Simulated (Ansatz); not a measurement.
# MgO: band gap under strain

Aim: follow the gap of rocksalt MgO through these states: +5.8 % equal strain in all directions; +5.8 % biaxial strain in x and y, z held; -2.5 % strain along [111] alone. The table at the end shows which levels were run.

The runs shown are made with Ansatz 0.2.0. PAW datasets, plane waves. Computed at 0 K without zero-point motion; spin polarisation is off.

### Step 1. The structure to begin with

The unstrained cell was relaxed with r2SCAN; in each strained cell the atoms were relaxed again with r2SCAN. Names of k-points are those of the unstrained zone, where strain can split equivalent points. First state: +5.8 % equal strain in all directions.

The symmetry is Fm-3m (No. 225, cubic); a = 4.448 Å in the conventional setting, 11.00 Å³ an atom. Around Mg lie 6 O at 2.22 Å; around O lie 6 Mg at 2.22 Å.

As a file:

```xyz
2
Lattice="0.0000 2.2241 2.2241 2.2241 0.0000 2.2241 2.2241 2.2241 0.0000" Properties=species:S:1:pos:R:3 pbc="T T T"
Mg    0.0000    0.0000    0.0000
O     2.2241    2.2241    2.2241
```

### Step 2. +5.8 % equal strain in all directions: PBE

Input file input.yaml:

```yaml
crystal:
  lattice:
    - [0.0, 2.224093127, 2.224093127]
    - [2.224093127, 0.0, 2.224093127]
    - [2.224093127, 2.224093127, 0.0]
  atoms:
    - { symbol: Mg, position: [0.0, 0.0, 0.0] }
    - { symbol: O, position: [0.5, 0.5, 0.5] }
kpoints:
  mp_grid: { grid: [10, 10, 10] }
  band_path:
    path:
      - [0.0, 0.0, 0.0]
      - [0.5, 0.0, 0.5]
      - [0.625, 0.25, 0.625]
      - [0.375, 0.375, 0.75]
      - [0.5, 0.5, 0.5]
      - [0.5, 0.25, 0.75]
    npoints: 1
hamiltonian:
  xc: pbe
scf:
  occupations: { method: fermi_dirac, width: 0.02 }
  n_extra_bands: 4
output:
  forces: true
  stress: true
  eigenvalues: true
```

Further steps of the session: +5.8 % equal strain in all directions: r2SCAN; +5.8 % equal strain in all directions: HSE06; +5.8 % biaxial strain in x and y, z held: PBE; +5.8 % biaxial strain in x and y, z held: r2SCAN; +5.8 % biaxial strain in x and y, z held: HSE06; -2.5 % strain along [111] alone: PBE; -2.5 % strain along [111] alone: r2SCAN; -2.5 % strain along [111] alone: HSE06.

Before running it: what results should come out?

The runs gave:

Least gap in eV (negative: overlap):

```
                                   state   PBE  r2SCAN  HSE06
   +5.8 % equal strain in all directions  3.31    4.13   4.90
+5.8 % biaxial strain in x and y, z held  3.71    4.55   5.33
         -2.5 % strain along [111] alone  4.91    5.81   6.68
```

Where both were run, the HSE06 gap lies +1.59 to +1.77 eV from PBE's, each on its own k points. In PBE the gap is least under +5.8 % equal strain in all directions (3.31 eV) and largest under -2.5 % strain along [111] alone (4.91 eV).
